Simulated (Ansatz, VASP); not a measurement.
# SiO2 in VASP and in Ansatz

```xyz
6
Lattice="-2.4505 2.4505 3.5049 2.4505 -2.4505 3.5049 2.4505 2.4505 -3.5049" Properties=species:S:1:pos:R:3 pbc="T T T"
Si    0.0000    0.0000    0.0000
Si    0.0000    2.4505    1.7525
O     1.2253    2.9015    2.6287
O     0.4510    1.2253    0.8762
O    -1.2253    1.9996    2.6287
O    -0.4510    3.6758    0.8762
```

Change from the starting cell: strain -0.025 along x and y, -0.050 along z, atoms carried along.

Alike in both runs: task single point; functional PBE; k mesh 6 × 6 × 6; occupations gaussian, width 0.05 eV; no spin polarisation.

```csv
,VASP,Ansatz
version,VASP 6.6.1,Ansatz 0.2.0
potentials or method,"VASP PAW PBE potentials, release 64 (Si, O)","scalar-relativistic, plane waves, PAW"
plane-wave cutoff (eV),520,420
valence electrons in the cell,32,32
```

```csv
,VASP,Ansatz,Ansatz less VASP
gap on the k mesh at the Fermi level (eV),6.25,6.25,-0.001
least direct gap on the mesh (eV),6.25,6.25,-0.001
pressure (GPa),19.2,19.0,-0.20
largest component of the traceless stress (GPa),0.33,0.30,-0.027
rms of the force components (eV/Å),0.540,0.540,+0.0005
```

Atom by atom the forces differ by 0.000 eV/Å (rms over components). With one functional, cell and mesh, what is left measures potentials, basis and numerics.

Caveats: so large a pressure means that the cell lies far from this level's equilibrium, or that cutoff or potentials fall short (VASP); forces of over 1 eV/Å show positions far from the minimum, so gaps and moduli don't describe the material at rest. A k mesh can miss the band edges.
